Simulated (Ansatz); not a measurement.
A run of Ansatz 0.2.0:

Contents of input.yaml:

```yaml
crystal:
  lattice:
    - [5.4321904, 0.0, 0.0]
    - [0.0, 5.22326, 0.0]
    - [0.0, 0.0, 5.22326]
  atoms:
    - { symbol: Te, position: [0.875, 0.125, 0.625] }
    - { symbol: Te, position: [0.375, 0.375, 0.375] }
    - { symbol: Te, position: [0.125, 0.625, 0.875] }
    - { symbol: Te, position: [0.625, 0.875, 0.125] }
hamiltonian:
  xc: pbe
  pseudopotentials: { kind: paw }
kpoints:
  mp_grid: { grid: [4, 4, 4] }
scf:
  occupations: { method: fermi_dirac, width: 0.05 }
output:
  forces: true
  stress: true
  eigenvalues: true
  write_density: true
  write_potential: true
  elf: true
  volumetric_format: npy
relax:
  f_tol: 0.01
  max_steps: 40
```

Potentials or basis: Ansatz PAW.

Launch:

```bash
$ ansatz run input.yaml --threads 2 --pin off --max-ram 5632MiB --backend cpu --events-out ev --progress --plain --runs-dir out
```

Hardware: 2 threads of Intel(R) Xeon(R) Platinum 8488C (Sapphire Rapids), with other jobs on the host.

Task: How long does it take, and how much memory?

Result: Wall time 8.5 s on 2 threads of Intel(R) Xeon(R) Platinum 8488C (Sapphire Rapids) (shared host), peak memory 0.48 GiB. Counts: scf iterations 14, plane waves 2931, k points 18, bands 39, ion steps 3.
